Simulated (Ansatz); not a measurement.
LiI (rock salt)

```yaml
crystal:
  lattice:
    - [0.00000, 3.00952, 3.00952]
    - [3.00952, 0.00000, 3.00952]
    - [3.00952, 3.00952, 0.00000]
  atoms:
    - { symbol: I, position: [0.00000, 0.00000, 0.00000] }
    - { symbol: Li, position: [0.50000, 0.50000, 0.50000] }
```

This relaxed cell (volume V₀) is scaled evenly in all directions, its shape held. Symmetry pins the atoms to their sites.

These are PBE (plane waves to 420 eV, PAW, scalar-relativistic; Ansatz, a first-principles code) values and carry that method's errors. k mesh 10×10×10 (Γ-centred), Fermi-Dirac smearing 0.05 eV. Energies are smeared free energies. Compression counts positive. LiI was relaxed with its symmetry unable to fall. Spin-orbit coupling is left out, though I is heavy. ΔE is measured from the relaxed starting cell.

```json
[
 {"V (Å³/atom)": "22.897", "ΔE (meV/atom)": "59.3", "P (GPa)": "5.10"},
 {"V (Å³/atom)": "23.624", "ΔE (meV/atom)": "39.0", "P (GPa)": "3.90"},
 {"V (Å³/atom)": "24.350", "ΔE (meV/atom)": "23.6", "P (GPa)": "2.88"},
 {"V (Å³/atom)": "25.077", "ΔE (meV/atom)": "12.6", "P (GPa)": "1.99"},
 {"V (Å³/atom)": "25.804", "ΔE (meV/atom)": "___", "P (GPa)": "1.23"},
 {"V (Å³/atom)": "26.531", "ΔE (meV/atom)": "___", "P (GPa)": "___"},
 {"V (Å³/atom)": "27.258", "ΔE (meV/atom)": "0.0", "P (GPa)": "0.01"},
 {"V (Å³/atom)": "27.985", "ΔE (meV/atom)": "___", "P (GPa)": "-0.49"},
 {"V (Å³/atom)": "28.712", "ΔE (meV/atom)": "4.3", "P (GPa)": "-0.91"},
 {"V (Å³/atom)": "29.438", "ΔE (meV/atom)": "9.3", "P (GPa)": "-1.28"},
 {"V (Å³/atom)": "30.165", "ΔE (meV/atom)": "15.8", "P (GPa)": "-1.60"},
 {"V (Å³/atom)": "30.892", "ΔE (meV/atom)": "23.7", "P (GPa)": "-1.87"},
 {"V (Å³/atom)": "31.619", "ΔE (meV/atom)": "32.7", "P (GPa)": "-2.10"}
]
```

Task: Complete the blanks.

Result: 
- 25.804, ΔE (meV/atom): 5.3
- 26.531, ΔE (meV/atom): 1.3
- 26.531, P (GPa): 0.57
- 27.985, ΔE (meV/atom): 1.1

(Under strain, the slope of the energy per volume gives the stress and its curvature an elastic modulus.)
